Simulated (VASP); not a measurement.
SnO: single point with PBE+D3(BJ)

SnO:

```
CELL_PARAMETERS angstrom
3.34567 0.00000 0.00000
0.00000 5.71186 0.00000
0.00000 0.00000 3.92136
ATOMIC_POSITIONS crystal
Sn 0.00000 0.23474 0.52694
Sn 0.50000 0.76526 0.02694
O 0.00000 0.88336 0.72306
O 0.50000 0.11664 0.22306
```

The cell comes from a database or a generator and needn't be the stable form of this composition.

- Program: VASP 6.6.1
- Task: single point
- Functional: PBE
- Dispersion: D3(BJ)
- Potentials or basis: VASP PAW PBE potentials, release 64 (Sn_d, O)
- Cutoff: 520 eV
- k mesh: 8 × 6 × 6
- Occupations: gaussian, width 0.02 eV
- Spin: no spin polarisation
- Dipole correction: no
- Further INCAR settings: ALGO = Fast; EDIFF = 1e-07; NBANDS = 28

```json
{
 "Pressure": "0.1 GPa",
 "Largest force": "0.081 eV/Å",
 "Band gap on the k mesh": "1.30 eV, indirect (least direct gap 1.90 eV)",
 "Dispersion energy per atom": "-0.221 eV"
}
```

Forces in eV/Å, atoms in the order of the input:
```
Sn   0.000  0.075  0.032
Sn   0.000 -0.075  0.032
O    0.000  0.005 -0.032
O    0.000 -0.005 -0.032
```

Stress tensor (GPa, compression positive):
```
0.17 0.00 0.00
0.00 0.17 0.00
0.00 0.00 0.01
```

Levels at points of the mesh, in eV from the valence-band top:
```csv
k point,band 17,band 18,band 19,band 20,band 21,band 22,band 23,band 24
"(0.00, 0.00, 0.00)",-3.62,-2.63,-2.15,0.00,3.25,3.30,6.24,6.30
"(0.50, 0.00, 0.00)",-2.66,-2.66,-1.25,-1.25,2.55,2.55,5.74,5.74
"(0.00, 0.50, 0.00)",-3.91,-2.66,-1.77,-1.47,3.37,4.41,5.12,5.48
"(0.50, 0.50, 0.00)",-2.67,-2.67,-1.04,-1.04,1.97,1.97,6.38,6.38
"(0.00, 0.00, 0.50)",-3.19,-3.19,-1.45,-1.45,2.55,2.55,5.48,5.48
"(0.50, 0.00, 0.50)",-3.45,-3.45,-1.21,-1.21,2.21,2.21,4.65,4.65
"(0.00, 0.50, 0.50)",-2.97,-2.97,-1.47,-1.47,1.96,1.96,6.00,6.00
"(0.50, 0.50, 0.50)",-3.71,-3.71,-0.47,-0.47,2.42,2.42,4.21,4.21
```

It took 75 s on 1 thread of Intel(R) Xeon(R) 6975P-C (Granite Rapids) (shared host), peak memory 0.28 GiB.

Caveat: spin-orbit coupling is left out, which moves the levels of the heavy elements. A k mesh can miss the band edges.
